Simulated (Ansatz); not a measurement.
# ZnSe (Stilleite) (F-43m) in Ansatz: a series of runs

Aim: see how the results for ZnSe (Stilleite) move with the level of theory and the settings. Levels: LDA, PBEsol. Tasks: Born charges and dielectric tensor, band structure.

All numbers are computed with Ansatz 0.2.0; they aren't measurements. Logs are shortened: lines on timing, memory, paths and dates and some standing lists are left out, and cuts for length are marked.

**Measured values to compare with.**

From “Alloy Disordering Effects on the Thermal Conductivity and Energy Gap Temperature Dependence of Cd1−xZnxSe Ternary Crystals Grown by the Bridgman Method”, 2023, pmc:10253836, for a bulk crystal of ZnSe at 300 K: band gap 2.695 ± 0.003 eV (an exciton energy, a little under the gap).

A printed reference work, textbook reports, for a bulk crystal of ZnSe: high-frequency dielectric constant 5.9.

The runs below are set against these values where they give the same quantity.

### 1 The structure

It takes space group F-43m (No. 216, cubic). The conventional cell has a = 5.668 Å, b = 5.668 Å, c = 5.668 Å, α = 90.00°, β = 90.00°, γ = 90.00°. Se (site symmetry -43m) has 4 Zn at 2.45 Å as nearest neighbours. Around Zn (site symmetry -43m) lie 4 Se at 2.45 Å.

### 2 Born charges and dielectric tensor, LDA

The input, input.yaml:

```yaml
crystal:
  lattice:
    - [0.0, 2.8338, 2.8338]
    - [2.8338, 0.0, 2.8338]
    - [2.8338, 2.8338, 0.0]
  atoms:
    - { symbol: Se, position: [0.75, 0.75, 0.75] }
    - { symbol: Zn, position: [0.0, 0.0, 0.0] }
kpoints:
  mp_grid: { grid: [8, 8, 8] }
scf:
  occupations: { method: fixed }
hamiltonian:
  xc: lda
  pseudopotentials: { kind: all_electron, datasets: crystal }
output: {}
dielectric: {}
```

Potentials or basis: all-electron PAW datasets made for the crystal.

Command:

```console
$ ansatz run input.yaml --threads 1 --pin off --max-ram 3072MiB --backend cpu --events-out ev --progress --plain --runs-dir out
```

What it wrote:

```text
Warning: RAYON_NUM_THREADS=1 ignored (pool sized by the plan → 1); use --threads N
hamiltonian.pseudopotentials.datasets: crystal makes datasets for this crystal and solves the spheres of its atoms anew in each pass: cutoff 250.0 eV, the density's 1250.0 eV; for an error of 0.50 meV an atom under PBE, 1.0 meV for the cell; an energy difference from a run of another recipe may be off by several times the error for the cell, under r2SCAN by more, where some 0.1 meV an atom stays at smaller errors; in a run that uses the all-electron wave functions in the spheres, carries its plane waves along with the cell (elastic.basis: deformed) or is on a recipe of such a run or, without exact exchange, of a hybrid, they include no finite-basis correction of the energy (for plane waves above the cutoff): energies differ from those of runs with it by up to 1.1 meV an atom at a dataset_error of 0.2 meV (4 under r2SCAN), and by more at a larger error or with an open f shell (one dataset_recipe, of a run without it, keeps both alike, but for a hybrid, which always has it); Zn in spheres of 1.376 Å, 12 of its electrons in bands; Se in spheres of 1.074 Å, 6 of its electrons in bands, 10 on its site; only band paths and densities of states list, in semicore columns, the levels of the semicore shells that are solved separately: 3d of Se
Engine: ansatz 0.2.0, aarch64-unknown-linux-gnu
Pseudopotentials: kind: all_electron
Pseudopotential: Se, paw, valence charge 16, recommended cutoff 250 eV (normal), crystal/all_electron/lda/scalar/gaussian/Se, Koelling and Harmon's equation, gaussian nucleus
Pseudopotential: Zn, paw, valence charge 12, recommended cutoff 250 eV (normal), crystal/all_electron/lda/scalar/gaussian/Zn, Koelling and Harmon's equation, gaussian nucleus
Functional definition: SPW92
  exchange = slater_x
  correlation = pw_c
davidson cushion auto → on  (no smearing: the cushion is to keep the highest requested band from converging to the state above it; pin scf.eigensolver.cushion to override)
Crystal: 2 atoms, lattice volume = 45.513 Å³
Basis set: ecut = 250 eV, 411 PW (Γ), exchange–correlation on 48×48×48 points (8 copies of the dense FFT grid, shifted against one another)
Bands: 13, of which v1, the nominal top of the filled ones, is band 9 counted from 1 (8 counted from 0)
Symmetry: 24 space group operations
k-points: 95 of 512 (irreducible under 4 space group operations, time reversal used)
Non-local potential: Se, projectors of the file, l = 0: 1, l = 1: 1
Non-local potential: Zn, projectors of the file, l = 0: 1, l = 1: 1, l = 2: 2
PAW form: soft (Blöchl's): semilocal exchange-correlation on the pseudo side does not see the compensation charge
PAW one-centre angular grid: Se, 110 points (default); XC on its mesh's 1821 points in the sphere
PAW one-centre angular grid: Zn, 590 points (default); XC on its mesh's 1925 points in the sphere
Initial density: superposition of atomic densities (neutral atoms: chi_scale 0, normalization atom)
Initial wavefunctions: pseudopotential atomic-orbital guess
Functional: x = slater, c = lda
iter 1 solved again at ethr=4.54e-3 eV; its pass at ethr=1.00e-1 eV (dr2=8.18e-1 eV) is discarded
SCF iter   1: F=—  HF=-114841.927105 eV  |F-HF|=—  |Δ(HF+E_count)|=         —  Δρ=3.36e-2  dr2=8.05e-1  ethr=4.54e-3  ⟨swp⟩=3.0  Hψ=7927  notcnv=0
preconditioner: auto → none  [insulator: Δε(μ)=1.308 eV  Ē_g=11.294 eV  n_scr=14 (ndim 8)  ℏωp=23.4 eV  f_vac=0.000  ε∞_Penn≈5.3]
iter 2 solved again at ethr=2.30e-4 eV; its pass at ethr=4.47e-3 eV (dr2=4.14e-2 eV) is discarded
SCF iter   2: F=—  HF=-114841.663216 eV  |F-HF|=—  |Δ(HF+E_count)|=   2.64e-1  Δρ=1.13e-2  dr2=4.20e-2  ethr=2.30e-4  ⟨swp⟩=2.0  Hψ=6285  notcnv=0
SCF iter   3: F=—  HF=-114841.638463 eV  |F-HF|=—  |Δ(HF+E_count)|=   2.48e-2  Δρ=5.83e-3  dr2=1.52e-2  ethr=2.30e-4  ⟨swp⟩=3.0  Hψ=3970  notcnv=0
SCF iter   4: F=—  HF=-114841.631903 eV  |F-HF|=—  |Δ(HF+E_count)|=   6.56e-3  Δρ=1.24e-3  dr2=5.41e-4  ethr=8.43e-5  ⟨swp⟩=3.0  Hψ=3948  notcnv=0
SCF iter   5: F=—  HF=-114841.631467 eV  |F-HF|=—  |Δ(HF+E_count)|=   4.35e-4  Δρ=3.20e-4  dr2=2.17e-5  ethr=3.01e-6  ⟨swp⟩=3.0  Hψ=3951  notcnv=0
SCF iter   6: F=—  HF=-114841.631505 eV  |F-HF|=—  |Δ(HF+E_count)|=   3.77e-5  Δρ=4.02e-5  dr2=4.60e-7  ethr=1.20e-7  ⟨swp⟩=3.0  Hψ=3620  notcnv=0
SCF iter   7: F=—  HF=-114841.631505 eV  |F-HF|=—  |Δ(HF+E_count)|=   4.52e-7  Δρ=3.24e-6  dr2=2.80e-9  ethr=2.55e-9  ⟨swp⟩=3.1  Hψ=4284  notcnv=0
SCF iter   8: F=—  HF=-114841.631505 eV  |F-HF|=—  |Δ(HF+E_count)|=   1.50e-9  Δρ=3.42e-7  dr2=4.07e-11  ethr=1.56e-11  ⟨swp⟩=3.3  Hψ=3961  notcnv=0
SCF iter   9: F=-114841.631505 eV  HF=-114841.631505 eV  |F-HF|=0.00e0  |Δ(HF+E_count)|=  1.02e-10  Δρ=6.41e-8  dr2=1.72e-12  ethr=1.00e-12  ⟨swp⟩=3.0  Hψ=3336  notcnv=0
SCF 1 converged in 9 iterations: F = -114841.631505 eV  dr2 = 1.72e-12
the response reads at least the filled bands of the reference SCF and the lowest empty band at each k-point, and that SCF's band table does not vouch for those bands. The notice of the band table in this run's record says why
DFPT response loops at Γ: preconditioner auto → none (the input reference at scf.mixing.eps_inf says where Resta's filter doesn't serve); β = 0.50; Broyden in place of MSR1
WARN: field response: the 8×8×8 k-mesh looks too coarse for the field response at k = (0.0000, 0.0000, 0.0000), direct gap 1.032 eV: take ε∞, Z* and everything formed from them as unconverged in the mesh. The response there varies over an interband length of 3.19 Å as this mesh's differences read it, which a coarse mesh reads short; the mesh's real-space period, 32.1 Å, is under 14 times that, 44.7 Å: points inside a basis were not begun: none includes the bands' part inside the spheres of datasets made for the crystal; else type a denser kpoints.mp_grid, and compare
SCF converged after 9 iterations
Free energy (F): -114841.631505 eV
Harris-Foulkes:  -114841.631505 eV  (|F-HF|=0.00e0)
Internal energy: -114841.631505 eV  (E = F + TS)
E sigma→0 (E₀):  -114841.631505 eV
Past the cutoff: waves up to 1.5 times it would add -0.000177 eV an atom, which no energy here includes
By the cutoff:   a pressure is off by up to 0.011 GPa (6 times that energy over an atom's volume, and 0.004 GPa: a bound that held against runs at twice the plane waves)
Past the cutoffs: a stress includes 0.0030 GPa for waves and charges beyond them
In the spheres:  the bands' charges fall short by 1.6e-6 e at most (sound up to 1e-3), those of shells solved beside the bands by 1.1e-7 e (sound up to 5e-4)
Fermi energy:    7.726480 eV
--- Per-component energies (eV) ---
  E_band       = 34.762426
  E_kinetic    = 147.060218
  E_local      = -3380.786444  (includes V_loc(G=0)·N_el)
  E_nonlocal   = -229.717951
  E_hartree    = 1554.040374
  E_xc         = -111.918613
  E_vxc        = -134.177538  (∫ρ·V_xc dr)
  E_paw        = -119356.877848  (= ΣΔE_a)
  E_vpaw       = -8733.208249  (= ΣTr[D̂ρ^β])
  E_ewald      = -2720.942845
  E_smearing   = -0.000000  (= −TS)
  E_closure    = 9257.511603  (closes the sum)
  Σ components = -114841.631505   (vs F -114841.631505, Δ=0.00e0)
  The terms above E_closure are by the made datasets' own strengths, without shells solved beside the bands.
--- Band table (eV; the first three rows and the last of 95) ---
  k-point 0: bands = ["-5.5940", "1.0715", "1.0715", "1.0715", "1.4322", "1.4322", "7.7265", "7.7265", "7.7265", "8.7584", "13.4436", "13.4436", "13.4436"]
  k-point 1: bands = ["-5.4933", "1.0784", "1.0871", "1.0871", "1.4308", "1.4308", "6.3434", "7.5730", "7.5730", "9.8063", "13.3536", "13.6978", "13.6978"]
  k-point 2: bands = ["-5.2317", "1.1214", "1.1214", "1.1340", "1.4322", "1.4322", "4.6099", "7.2461", "7.2461", "10.2848", "14.0767", "14.0767", "14.1286"]
  k-point 94: bands = ["-4.5321", "1.1875", "1.2723", "1.4022", "1.4023", "1.7329", "2.9798", "4.9288", "5.0324", "13.0736", "13.1710", "14.5360", "15.2931"]
--- Dielectric response (ions clamped): 1 representative field direction + reference, on 95 of 512 k-points (Σ response iterations 9) ---
  k mesh reduced under 4 symmetry operations, with k and −k counted as one. Each operation leaves every solved perturbation unchanged. A smaller set is not considered because the run solves the response to a homogeneous field
  ε∞ (high-frequency dielectric tensor):
        7.513453     0.000000     0.000000
       -0.000000     7.513453     0.000000
       -0.000000    -0.000000     7.513453
  Born effective charges Z* (e; rows j = field, columns β = displacement):
    site 0:
        -2.06015    0.00000    0.00000
        -0.00000   -2.06015   -0.00000
        -0.00000    0.00000   -2.06015
    site 1:
         2.06015   -0.00000   -0.00000
         0.00000    2.06015    0.00000
         0.00000   -0.00000    2.06015
  Z* charge neutrality: 8.990e-5 e pre-enforcement
  k-mesh period / interband length: 32.1 Å / 3.19 Å = 10.05 at k = (0.0000, 0.0000, 0.0000), direct gap 1.032 eV — UNDER 14: by this measure the k-mesh is too coarse for the response
```

Run time: 90 s. Hardware: 1 thread of Arm Neoverse V1, shared host; peak memory 1.1 GiB.

Results:

```yaml
Free_energy: -114841.6315 eV
Band_gap_on_the_k_mesh: 1.03 eV, direct
Electronic_dielectric_tensor_diagonal: 7.51
Born_charges_mean_of_the_diagonal: Se -2.06; Zn +2.06 e
```

Electronic dielectric tensor:
```
7.51 0.00 0.00
0.00 7.51 0.00
0.00 0.00 7.51
```

Born effective charge tensors (e):
atom 1, Se
```
-2.06  0.00  0.00
 0.00 -2.06  0.00
 0.00  0.00 -2.06
```
atom 2, Zn
```
2.06 0.00 0.00
0.00 2.06 0.00
0.00 0.00 2.06
```

Caveat: the program warned that the printed levels may be off, so bands, gaps and densities of states are rough.

(Continued in part 2 of 2.)
